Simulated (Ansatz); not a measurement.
How an unstable Si3S2 structure lowers its energy

Computed with DFT PBE, scalar-relativistic, plane waves, PAW in Ansatz 0.2.0. Settings: cutoff 420 eV, Γ-centred meshes no coarser than 0.19 Å⁻¹ for metals and 0.3 Å⁻¹ for insulators (2π included), Gaussian smearing.

The start was the anti-A-type sesquioxide type (P-3m1, No. 164), relaxed within its symmetry. A cell of 5 atoms (1 times the primitive one) was then disturbed at random, relaxed without symmetry and relaxed once more on a fine mesh. The k mesh leaves about 4 meV/atom of noise in metals.

Before:

```
Si S
1.0
     4.24982    0.00000    0.00000
    -2.12491    3.68045    0.00000
     0.00000    0.00000    5.49429
Si S
3 2
Direct
  0.00000 0.00000 0.00000
  0.33333 0.66667 0.77342
  0.66667 0.33333 0.22658
  0.33333 0.66667 0.35493
  0.66667 0.33333 0.64507
```

After:

```cif
data_structure
_symmetry_space_group_name_H-M 'P-1'
_symmetry_Int_Tables_number 2
_cell_length_a 3.9486
_cell_length_b 5.1769
_cell_length_c 5.1861
_cell_angle_alpha 75.496
_cell_angle_beta 73.245
_cell_angle_gamma 74.420
_cell_volume 96.05
loop_
_atom_site_label
_atom_site_type_symbol
_atom_site_symmetry_multiplicity
_atom_site_Wyckoff_symbol
_atom_site_fract_x
_atom_site_fract_y
_atom_site_fract_z
_atom_site_occupancy
Si1 Si 1 a 0.00000 0.00000 0.00000 1
Si2 Si 2 i 0.49589 0.75990 0.24245 1
S1 S 2 i 0.56715 0.30036 0.29885 1
```

**Question.** Is this a distortion of the same structure or a reconstruction, and what lowers the energy?

**Answer.** A reconstruction, from P-3m1 (No. 164) to P-1 (No. 2). Si–Si bonds form, at 2.49 Å where the closest pair was 2.75 Å apart; each S has on average 3 Si contacts in place of 4, shorter on average (2.49 → 2.33 Å).

**Question.** What does it gain?

**Answer.** 446 meV/atom, with the volume going from 17.19 to 19.21 Å³/atom. Against the elements the energy goes from 0.41 to -0.04 eV/atom.